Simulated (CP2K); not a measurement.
Wanted: the native input for a CP2K 2026.2 run.

| Item | Value |
| --- | --- |
| Task | band structure |
| Functional | PBE |
| Potentials or basis | GTH_POTENTIALS Al GTH-PBE-q3, N GTH-PBE-q5; DZVP-MOLOPT-SR-GTH basis |
| Density cutoff | 6123 eV |
| k mesh | 10 × 10 × 10 |
| Occupations | fermi-dirac, width 0.01 eV |
| Spin | no spin polarisation |
| SCF solver | diagonalisation with k points |
| Quickstep method | GPW |
| EPS_DEFAULT | 1.0E-9 |
| EPS_SCF | 1.0E-6 |
| MAX_SCF | 100 |
| SCF_GUESS | ATOMIC |
| k points reduced by the point group | yes |
| Mesh centred on Gamma | yes |
| CHOLESKY | OFF |
| EPS_EIGVAL | 1.0E-7 |
| MIXING METHOD | BROYDEN_MIXING |
| MIXING ALPHA | 0.4 |
| NBUFFER | 8 |
| NGRIDS | 4 |
| Basis sets | Al DZVP-MOLOPT-SR-GTH-q3, N DZVP-MOLOPT-SR-GTH-q5 |
| Potentials | Al GTH-PBE-q3 of GTH_POTENTIALS, N GTH-PBE-q5 of GTH_POTENTIALS |
| ADDED_MOS | [10] |
| Points a segment of the path (NPOINTS) | 6 |
| Bands added on the path | 6 |
| REL_CUTOFF (Ry) | 60 Ry |
| MIXING BETA (1/bohr) | 1.5 1/bohr |
| CUTOFF of the grids | 450 Ry |

AlN:

```xyz
2
Lattice="3.0886 0.0000 0.0000 1.5443 2.6748 0.0000 1.5443 0.8916 2.5219" Properties=species:S:1:pos:R:3 pbc="T T T"
Al    0.0000    0.0000    0.0000
N     1.5443    0.8916    0.6305
```

Measurements of this composition are mostly on another form, of space group No. 186.

One way to write it, as run:

aln_bands.inp

```
&GLOBAL
  PROJECT aln_bands
  RUN_TYPE ENERGY_FORCE
  PRINT_LEVEL LOW
&END GLOBAL
&FORCE_EVAL
  METHOD QS
  STRESS_TENSOR ANALYTICAL
  &DFT
    BASIS_SET_FILE_NAME BASIS_MOLOPT
    POTENTIAL_FILE_NAME GTH_POTENTIALS
    &MGRID
      CUTOFF 450
      REL_CUTOFF 60
      NGRIDS 4
    &END MGRID
    &QS
      METHOD GPW
      EPS_DEFAULT 1.0E-9
    &END QS
    &KPOINTS
      SCHEME MONKHORST-PACK 10 10 10
      GAMMA_CENTERED T
      SYMMETRY T
      SYMMETRY_BACKEND SPGLIB
    &END KPOINTS
    &SCF
      SCF_GUESS ATOMIC
      EPS_SCF 1.0E-6
      MAX_SCF 100
      ADDED_MOS 10
      CHOLESKY OFF
      EPS_EIGVAL 1.0E-7
      &DIAGONALIZATION ON
        ALGORITHM STANDARD
      &END DIAGONALIZATION
      &MIXING ON
        METHOD BROYDEN_MIXING
        ALPHA 0.4
        BETA 1.5
        NBUFFER 8
      &END MIXING
      &SMEAR ON
        METHOD FERMI_DIRAC
        ELECTRONIC_TEMPERATURE [K] 116.045
      &END SMEAR
    &END SCF
    &XC
      &XC_FUNCTIONAL
        &GGA_X_PBE
        &END GGA_X_PBE
        &GGA_C_PBE
        &END GGA_C_PBE
      &END XC_FUNCTIONAL
    &END XC
    &PRINT
      &KPOINTS ON
      &END KPOINTS
      &MULLIKEN ON
      &END MULLIKEN
      &MO ON
        ENERGIES T
        OCCUPATION_NUMBERS T
        &EACH
          QS_SCF 0
        &END EACH
        ADD_LAST NUMERIC
      &END MO
      &BAND_STRUCTURE
        FILE_NAME bands.bs
        ADDED_MOS 6
        &KPOINT_SET
          UNITS B_VECTOR
          NPOINTS 6
          SPECIAL_POINT GAMMA 0.00000000 0.00000000 0.00000000
          SPECIAL_POINT X 0.50000000 0.00000000 0.50000000
          SPECIAL_POINT W 0.50000000 0.25000000 0.75000000
          SPECIAL_POINT K 0.37500000 0.37500000 0.75000000
          SPECIAL_POINT GAMMA 0.00000000 0.00000000 0.00000000
          SPECIAL_POINT L 0.50000000 0.50000000 0.50000000
          SPECIAL_POINT U 0.62500000 0.25000000 0.62500000
          SPECIAL_POINT W 0.50000000 0.25000000 0.75000000
          SPECIAL_POINT L 0.50000000 0.50000000 0.50000000
          SPECIAL_POINT K 0.37500000 0.37500000 0.75000000
        &END KPOINT_SET
        &KPOINT_SET
          UNITS B_VECTOR
          NPOINTS 6
          SPECIAL_POINT U 0.62500000 0.25000000 0.62500000
          SPECIAL_POINT X 0.50000000 0.00000000 0.50000000
        &END KPOINT_SET
      &END BAND_STRUCTURE
    &END PRINT
  &END DFT
  &SUBSYS
    &CELL
      A 3.0886333121 0.0000000000 0.0000000000
      B 1.5443166561 2.6748349113 0.0000000000
      C 1.5443166561 0.8916116371 2.5218585391
      PERIODIC XYZ
    &END CELL
    &COORD
      SCALED
      Al  0.0000000000 0.0000000000 0.0000000000
      N   0.2500000000 0.2500000000 0.2500000000
    &END COORD
    &KIND Al
      BASIS_SET DZVP-MOLOPT-SR-GTH-q3
      POTENTIAL GTH-PBE-q3
    &END KIND
    &KIND N
      BASIS_SET DZVP-MOLOPT-SR-GTH-q5
      POTENTIAL GTH-PBE-q5
    &END KIND
    &PRINT
      &ATOMIC_COORDINATES ON
      &END ATOMIC_COORDINATES
      &CELL ON
      &END CELL
    &END PRINT
  &END SUBSYS
  &PRINT
    &FORCES ON
    &END FORCES
    &STRESS_TENSOR ON
    &END STRESS_TENSOR
  &END PRINT
&END FORCE_EVAL
```

Potentials or basis: GTH_POTENTIALS Al GTH-PBE-q3, N GTH-PBE-q5; DZVP-MOLOPT-SR-GTH basis.

Launch:

```sh
$ OMP_NUM_THREADS=2 cp2k.psmp -i aln_bands.inp -o aln_bands.out
```

It gave:

| Quantity | Value |
| --- | --- |
| Pressure | 4.3 GPa |
| Band gap on the k mesh | 3.32 eV, indirect (least direct gap 4.38 eV) |
| Band gap along the path | 3.32 eV, indirect (least direct gap 4.38 eV) |
| Mulliken charges | Al +0.77; N -0.77 e |

Caveat: Mulliken charges move with the basis; the basis of atomic orbitals isn't converged, which shifts pressures, moduli and gaps.

It took 38 s on 2 threads of Arm Neoverse N1, on a shared host, peak memory 0.2 GiB.
